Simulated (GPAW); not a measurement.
# Au in GPAW: the effect of dispersion

Au:

```
CELL_PARAMETERS angstrom
0.00000 2.03500 2.03500
2.03500 0.00000 2.03500
2.03500 2.03500 0.00000
ATOMIC_POSITIONS crystal
Au 0.00000 0.00000 0.00000
```

Alike in all runs:

| Property | Result |
| --- | --- |
| Program | GPAW 26.7.0 |
| Task | relaxation of cell and atoms |
| Functional | PBEsol |
| Potentials or basis | PAW data sets generated in the run's folder for this functional |
| Cutoff | 600 eV |
| Basis | pw |
| k mesh | 11 × 11 × 11 |
| Occupations | fermi-dirac, width 0.05 eV |
| Spin | no spin polarisation |

Each run relaxes the cell or the atoms first.

**Question.** One run gave: relaxed volume 17.28 Å³/atom. Which dispersion did it use?
A. D4
B. D3
C. none
D. D3(BJ)-ATM
E. D3(BJ)

**Answer.** C.

```tsv
dispersion	relaxed volume (Å³/atom)
none	17.28
D3	16.81
D3(BJ)	16.72
D3(BJ)-ATM	16.85
D4	16.94
```

Caveats: with this Au data set, volumes or pressures lay over 1.5 % or 2 GPa off other programs in two to four cells of ten; later steps reuse the first step's grids; pairwise dispersion overbinds metals, which lowers pressure and volume (some runs); the relaxation stopped at its first step, so nothing moved (some runs).
